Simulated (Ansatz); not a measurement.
# Mg: the cost of one run

Program: Ansatz 0.2.0. Level of theory: DFT PBE, scalar-relativistic. These are calculated values, not measurements.

## (1) The system as given

Symmetry: Fm-3m, No. 225, cubic system. The conventional cell has a = 4.489 Å, b = 4.489 Å, c = 4.489 Å, α = 90.00°, β = 90.00°, γ = 90.00°. Around Mg (site symmetry m-3m) lie 12 Mg at 3.17 Å.

As a file:

```
Mg
1.0
     0.00000    2.24426    2.24426
     2.24426    0.00000    2.24426
     2.24426    2.24426    0.00000
Mg
1
Direct
  0.00000 0.00000 0.00000
```

Structure from a Materials Project entry, not relaxed further.

## (2) Volume × 0.94, LAPW

File input.yaml:

```yaml
crystal:
  lattice:
    - [0.0, 2.198442002, 2.198442002]
    - [2.198442002, 0.0, 2.198442002]
    - [2.198442002, 2.198442002, 0.0]
  atoms:
    - { symbol: Mg, position: [0.0, 0.0, 0.0] }
kpoints:
  mp_grid: { grid: [16, 16, 16] }
  band_path:
    path:
      - [0.0, 0.0, 0.0]
      - [0.5, 0.0, 0.5]
      - [0.625, 0.25, 0.625]
      - [0.375, 0.375, 0.75]
      - [0.0, 0.0, 0.0]
      - [0.5, 0.5, 0.5]
      - [0.5, 0.25, 0.75]
      - [0.5, 0.0, 0.5]
    npoints: 5
scf:
  occupations: { method: fermi_dirac, width: 0.03 }
hamiltonian:
  xc: pbe
  pseudopotentials: { kind: all_electron, lapw: { basis_error: 0.001 } }
output:
  forces: true
  stress: true
  eigenvalues: true
```

Run with:

```console
ansatz run input.yaml --threads 1 --pin off --max-ram 3072MiB --backend cpu --events-out ev --progress --plain --runs-dir out
```

What time and memory should one allow on 1 thread of Arm Neoverse V2, shared host?

About 3.2 s, with a peak of 0.21 GiB.
